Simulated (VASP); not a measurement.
# SnO under changes of volume

One of the cells (20.495 Å³/atom); the others are scaled copies at fixed shape and fractional positions:

```
Sn O
1.0
     3.37722    0.00000    0.00000
     0.00000    5.71168    0.00000
     0.00000    0.00000    4.24993
Sn O
2 2
Direct
  0.50000 0.76809 0.01314
  0.00000 0.23191 0.51314
  0.50000 0.10875 0.23686
  0.00000 0.89125 0.73686
```

The cell comes from a database or a generator and needn't be the stable form of this composition.

```yaml
Program: VASP 6.6.1
Functional: PBEsol
Potentials_or_basis: VASP PAW PBE potentials, release 64 (Sn_d, O)
Cutoff: 520 eV
k_mesh: 8 × 5 × 6
Occupations: fermi-dirac, width 0.05 eV
Spin: no spin polarisation
```

```tsv
volume (Å³/atom)	energy over the lowest point (meV/atom)	pressure (GPa)	gap on the mesh (eV)	largest force (eV/Å)
18.887	?	?	?	?
19.289	0.00	0.3	1.37	0.238
19.691	1.07	-1.4	1.40	0.105
20.495	14.66	-4.2	1.45	0.611
20.897	26.38	-5.4	1.47	0.855
21.299	40.95	-6.5	1.50	1.080
```

Task: What does the run at 18.887 Å³/atom give?

Result: Energy over the lowest point 3.37 meV/atom; pressure 2.1 GPa; gap on the mesh 1.33 eV; largest force 0.567 eV/Å.

Worked out: A Birch-Murnaghan fit of order 3 (a polynomial in V^(-2/3)) to the other rows has its minimum at 19.39 Å³/atom with B0 = V·E''(V) = 83 GPa and B' = 4.4 at fixed shape and positions, which overstates the stiffness. It gives 3.34 meV/atom at 18.887 Å³/atom, against the run's 3.37, and -dE/dV = 2.3 GPa, against 2.1. A straight line through the other rows of the gap, of slope 1.28 eV per unit of ln V, extrapolates to 1.34 eV, against the run's 1.33.

Energies are extrapolated to zero smearing.

Caveats: the PAW data sets were made with another functional, which shifts forces and pressure a little; spin-orbit coupling is left out, which moves the levels of the heavy elements; an odd mesh through Γ misses points on the zone boundary, where band edges often lie.
